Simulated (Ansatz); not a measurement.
# V (P6_3/mmc) in Ansatz: notebook

Runs on V. Level: PBEsol. Tasks: single point.

Program: Ansatz 0.2.0. These are calculated values, not measurements. Logs are shortened: lines on timing, memory, paths and dates and some standing lists are left out, and cuts for length are marked.

**1. Starting point**

It takes space group P6_3/mmc (No. 194, hexagonal). The conventional cell has a = 2.604 Å, b = 2.604 Å, c = 4.723 Å, α = 90.00°, β = 90.00°, γ = 120.00°. V (site symmetry -6m2) is surrounded by 12 V at 2.60 to 2.80 Å.

This isn't the form of V at room conditions, which is bcc.

**2. Single point, PBEsol**

Input file input.yaml:

```yaml
crystal:
  lattice:
    - [2.6042941027, 0.0, 0.0]
    - [-1.3021470513, 2.2553848518, 0.0]
    - [0.0, 0.0, 4.723336]
  atoms:
    - { symbol: V, position: [0.3333333333, 0.6666666667, 0.25] }
    - { symbol: V, position: [0.6666666667, 0.3333333333, 0.75] }
hamiltonian:
  xc: pbesol
  pseudopotentials: { kind: paw }
kpoints:
  mp_grid: { grid: [12, 12, 6] }
scf:
  occupations: { method: fermi_dirac, width: 0.05 }
output:
  forces: true
  stress: true
  eigenvalues: true
  write_density: true
  write_potential: true
  elf: true
  volumetric_format: npy
```

Potentials or basis: Ansatz PAW.

Run with:

```sh
$ ansatz run input.yaml --threads 2 --pin off --max-ram 5632MiB --backend cpu --events-out ev --progress --plain --runs-dir out
```

Log:

```text
Warning: RAYON_NUM_THREADS=2 ignored (pool sized by the plan → 2); use --threads N
Engine: ansatz 0.2.0, aarch64-unknown-linux-gnu
Pseudopotentials: kind: paw
Pseudopotential: V, paw, valence charge 13, recommended cutoff 420 eV (normal), V.paw.azcp
Functional definition: PBEsol
  exchange = pbesol_x
  correlation = pbesol_c
Crystal: 2 atoms, lattice volume = 27.743 Å³
Basis set: ecut = 420 eV, 561 PW (Γ), exchange–correlation on 36×36×64 points (8 copies of the dense FFT grid, shifted against one another)
Bands: 17, of which v1, the nominal top of the filled ones, is band 13 counted from 1 (12 counted from 0)
Symmetry: 24 space group operations
Space group: P63/mmc (ITA 194), of the structure as read, at distance tolerance 3.0e-5 Å
k-points: 76 of 864
Non-local potential: V, projectors of the file, l = 0: 3, l = 1: 2, l = 2: 3, l = 3: 1
PAW form: soft (Blöchl's): semilocal exchange-correlation on the pseudo side does not see the compensation charge
PAW frozen core: V, regenerated for the run's functional, and the local potential with it (the file was generated under x = pbe(κ = 0.804, μ = 0.2195149727645171), c = pbe(β = 0.06672455060314922))
PAW one-centre angular grid: V, 590 points (default); XC on 64 Gauss nodes
Initial density: superposition of atomic densities (neutral atoms: chi_scale 0, normalization atom), corrected by the library's trained network
Initial wavefunctions: pseudopotential atomic-orbital guess
Functional: x = pbesol(κ = 0.804, μ = 0.12345679012345678), c = pbesol(β = 0.046)
SCF iter   1: F=—  HF=-5770.035771 eV  |F-HF|=—  |Δ(HF+E_count)|=         —  Δρ=5.89e-3  dr2=4.97e-3  ethr=1.77e-3  ⟨swp⟩=3.5  Hψ=4930  notcnv=0
preconditioner: auto → none  [metal: Δε(μ)=0.018 eV  Ē_g=3.252 eV  σ=0.050 eV  W_gap=0.09  n_scr=4 (ndim 8)  ℏωp=22.3 eV  f_vac=0.000  D(μ)=3.05/eV (n_scr^D=36)  sad-step TF]
SCF iter   2: F=—  HF=-5770.034493 eV  |F-HF|=—  |Δ(HF+E_count)|=   1.28e-3  Δρ=2.44e-3  dr2=9.92e-4  ethr=1.91e-5  ⟨swp⟩=2.8  Hψ=2858  notcnv=0  defer=1
SCF iter   3: F=—  HF=-5770.034286 eV  |F-HF|=—  |Δ(HF+E_count)|=   2.06e-4  Δρ=6.52e-4  dr2=5.09e-5  ethr=3.82e-6  ⟨swp⟩=2.2  Hψ=1605  notcnv=0  defer=1
SCF iter   4: F=—  HF=-5770.034331 eV  |F-HF|=—  |Δ(HF+E_count)|=   4.52e-5  Δρ=8.60e-5  dr2=8.65e-7  ethr=1.96e-7  ⟨swp⟩=2.2  Hψ=2199  notcnv=0  defer=1
SCF iter   5: F=—  HF=-5770.034332 eV  |F-HF|=—  |Δ(HF+E_count)|=   4.92e-7  Δρ=2.75e-5  dr2=1.19e-7  ethr=3.33e-9  ⟨swp⟩=2.1  Hψ=2288  notcnv=0  defer=1
SCF iter   6: F=-5770.034332 eV  HF=-5770.034332 eV  |F-HF|=1.11e-9  |Δ(HF+E_count)|=   2.53e-8  Δρ=3.03e-6  dr2=1.16e-9  ethr=3.85e-10  ⟨swp⟩=7.0  Hψ=7378  notcnv=0
SCF 1 converged in 6 iterations: F = -5770.034332 eV  dr2 = 1.16e-9
SCF converged after 6 iterations
Free energy (F): -5770.034332 eV
Harris-Foulkes:  -5770.034332 eV  (|F-HF|=1.11e-9)
Internal energy: -5770.008482 eV  (E = F + TS)
E sigma→0 (E₀):  -5770.021407 eV
Entropy (-TS):   -0.025850 eV (-12.925 meV/atom)
Fermi energy:    16.180713 eV
--- Per-component energies (eV) ---
  E_band       = -302.935351
  E_kinetic    = 671.519232
  E_local      = -1842.683097  (includes V_loc(G=0)·N_el)
  E_nonlocal   = -87.378592
  E_hartree    = 839.559384
  E_xc         = -258.366557
  E_vxc        = -328.932804  (∫ρ·V_xc dr)
  E_paw        = -2172.746282  (= ΣΔE_a)
  E_vpaw       = -394.579034  (= ΣTr[D̂ρ^β])
  E_aug_tail   = 0.000517  (compensation charges beyond the density's cutoff)
  E_ewald      = -2920.212446
  E_core_change = 0.299358  (= ΣΔE_core)
  E_smearing   = -0.025850  (= −TS)
  E_closure    = -0.000000  (closes the sum)
  Σ components = -5770.034332   (vs F -5770.034332, Δ=0.00e0)
--- Forces (eV/Å), atoms counted from 1 ---
  atom   1  V      0.00000000    -0.00000000     0.00000000
  atom   2  V     -0.00000000     0.00000000    -0.00000000
  max |Σ_I F_I| component: 9.25e-18 eV/Å
--- Stress (GPa, compression-positive) ---
       -7.145777       0.000000      -0.000000
        0.000000      -7.145777       0.000000
       -0.000000       0.000000      -7.349415
  P = ⅓ Tr σ = -7.2137 GPa (-72.137 kbar)
--- Band table (eV; the first three rows and the last of 76) ---
  k-point 0: bands = ["-47.5763", "-47.4675", "-21.7904", "-21.1464", "-21.0049", "-21.0049", "-20.9470", "-20.9470", "9.3131", "12.7338", "15.6063", "15.9394", "16.5155", "16.5155", "16.8304", "16.8304", "18.0135"]
  k-point 1: bands = ["-47.5691", "-47.4748", "-21.7485", "-21.1908", "-21.0010", "-21.0010", "-20.9509", "-20.9509", "9.5349", "12.5797", "15.5292", "15.6248", "16.5007", "16.5007", "16.7800", "16.7800", "18.1249"]
  k-point 2: bands = ["-47.5493", "-47.4949", "-21.6332", "-21.3113", "-20.9904", "-20.9904", "-20.9615", "-20.9615", "10.1642", "12.0066", "15.2094", "15.3398", "16.4964", "16.4964", "16.6637", "16.6637", "18.3910"]
  k-point 75: bands = ["-47.3359", "-47.3359", "-21.6539", "-21.6539", "-21.5767", "-21.5767", "-21.2375", "-21.2375", "14.5674", "14.5674", "14.6040", "14.6040", "15.5968", "15.5968", "17.1360", "17.1360", "19.0961"]
```

v_z.tsv:

```text
# z_ang	v_es[eV]	v_tot[eV]
# format = ansatz-planar-average/11
# xc	pbesol
# density_cutoff_ev	1680
# datasets	V=:simpson_from_first_knot:soft:shift=-654106
# lattice	2.604294103	-0.000000000	0.000000000
# lattice	-1.302147051	2.255384852	0.000000000
# lattice	0.000000000	0.000000000	4.723336000
# sites	2
# site	23	0.000000000	1.503589901	1.180834000
# site	23	1.302147051	0.751794951	3.542502000
0.000000	1.625796e1	6.099212e0
0.147604	1.579468e1	5.597241e0
0.295208	1.401847e1	3.565349e0
0.442813	1.087042e1	-2.410068e-1
0.590417	7.376796e0	-4.754849e0
0.738021	4.543189e0	-8.758542e0
[... 24 lines left out ...]
4.428127	1.401847e1	3.565349e0
4.575732	1.579468e1	5.597241e0
```

It took 2.3 s on 2 threads of Arm Neoverse N1, shared host; peak memory 0.31 GiB.

What came out:

| Quantity | Value |
| --- | --- |
| Free energy | -5770.0343 eV |
| Pressure | -7.2 GPa |
| Band gap on the k mesh | none (metal or under the smearing width) |

Levels at points of the mesh, in eV from the Fermi level:
| k point | band 9 | band 10 | band 11 | band 12 | band 13 | band 14 | band 15 | band 16 | band 17 |
| --- | --- | --- | --- | --- | --- | --- | --- | --- | --- |
| (0.00, 0.00, 0.00) | -6.87 | -3.45 | -0.57 | -0.24 | 0.33 | 0.33 | 0.65 | 0.65 | 1.83 |
| (0.00, 0.00, -0.50) | -5.10 | -5.10 | -1.02 | -1.02 | 0.37 | 0.37 | 0.37 | 0.37 | 2.50 |
| (0.00, -0.50, 0.00) | -2.94 | -2.86 | -2.72 | -0.37 | -0.18 | 0.31 | 0.61 | 2.96 | 3.54 |
| (0.00, -0.50, -0.50) | -3.26 | -3.26 | -1.80 | -1.80 | 1.62 | 1.62 | 1.65 | 1.65 | 3.60 |

Caveat: the PAW data sets come from PBE, with cores solved anew for the run's functional, which leaves a small shift of forces and pressure.

**3. Single point, PBEsol, collinear spin, ferromagnetic start**

Input file input.yaml:

```yaml
crystal:
  lattice:
    - [2.6042941027, 0.0, 0.0]
    - [-1.3021470513, 2.2553848518, 0.0]
    - [0.0, 0.0, 4.723336]
  atoms:
    - { symbol: V, position: [0.3333333333, 0.6666666667, 0.25], spin: 2.0 }
    - { symbol: V, position: [0.6666666667, 0.3333333333, 0.75], spin: 2.0 }
hamiltonian:
  xc: pbesol
  pseudopotentials: { kind: paw }
magnetization:
  spin_polarized: true
kpoints:
  mp_grid: { grid: [12, 12, 6] }
scf:
  occupations: { method: fermi_dirac, width: 0.05 }
output:
  forces: true
  stress: true
  eigenvalues: true
```

Potentials or basis: Ansatz PAW.

Run with:

```sh
$ ansatz run input.yaml --threads 2 --pin off --max-ram 5632MiB --backend cpu --events-out ev --progress --plain --runs-dir out
```

Run time: 6.1 s. Hardware: 2 threads of Arm Neoverse N1, shared host; peak memory 0.36 GiB.

The run converged. Its results:

```yaml
Free_energy: -5770.0343 eV
Pressure: -7.2 GPa
Band_gap_on_the_k_mesh: none (metal or under the smearing width)
Net_moment: 0.00 μB per cell
Absolute_moment: 0.00 μB per cell
```

Stress tensor (GPa, compression positive):
```
-7.15  0.00  0.00
 0.00 -7.15  0.00
 0.00  0.00 -7.35
```

Levels at points of the mesh, in eV from the Fermi level:
Spin up:
| k point | band 11 | band 12 | band 13 | band 14 | band 15 | band 16 |
| --- | --- | --- | --- | --- | --- | --- |
| (0.00, 0.00, 0.00) | -0.57 | -0.24 | 0.33 | 0.33 | 0.65 | 0.65 |
| (0.00, 0.00, -0.50) | -1.02 | -1.02 | 0.37 | 0.37 | 0.37 | 0.37 |
| (0.00, -0.50, 0.00) | -2.72 | -0.37 | -0.18 | 0.31 | 0.61 | 2.96 |
| (0.00, -0.50, -0.50) | -1.80 | -1.80 | 1.62 | 1.62 | 1.65 | 1.65 |
Spin down:
```csv
k point,band 11,band 12,band 13,band 14,band 15,band 16
"(0.00, 0.00, 0.00)",-0.57,-0.24,0.33,0.33,0.65,0.65
"(0.00, 0.00, -0.50)",-1.02,-1.02,0.37,0.37,0.37,0.37
"(0.00, -0.50, 0.00)",-2.72,-0.37,-0.18,0.31,0.61,2.96
"(0.00, -0.50, -0.50)",-1.80,-1.80,1.62,1.62,1.65,1.65
```

Caveat: the PAW data sets come from PBE, with cores solved anew for the run's functional, which leaves a small shift of forces and pressure; the starting moments weren't kept.
